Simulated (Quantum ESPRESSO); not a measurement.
GaN:

```xyz
4
Lattice="3.1800 0.0000 0.0000 -1.5900 2.7540 0.0000 0.0000 0.0000 5.1660" Properties=species:S:1:pos:R:3 pbc="T T T"
Ga    1.5900    0.9180    2.5830
Ga    0.0000    1.8360    0.0000
N     1.5900    0.9180    4.5203
N     0.0000    1.8360    1.9373
```

Base run:

- Program: Quantum ESPRESSO 7.5
- Functional: B86bPBE
- Potentials or basis: PseudoDojo 0.4.1 SR PBE standard
- Cutoff: 1143 eV
- Density cutoff: 4572 eV
- k mesh: 10 × 10 × 5
- Occupations: fermi-dirac, width 0.05 eV
- Spin: no spin polarisation

Its results: band gap on the k mesh 2.02 eV, direct; pressure 8.4 GPa; largest force 0.137 eV/Å.

Task: The run is repeated on the same cell with these changes: functional from B86bPBE to HCTH. What comes out?

Result: Band gap on the k mesh 2.34 eV, direct; pressure 9.1 GPa; largest force 0.146 eV/Å.

Caveats: the potentials were made for another functional, which shifts forces and pressure.
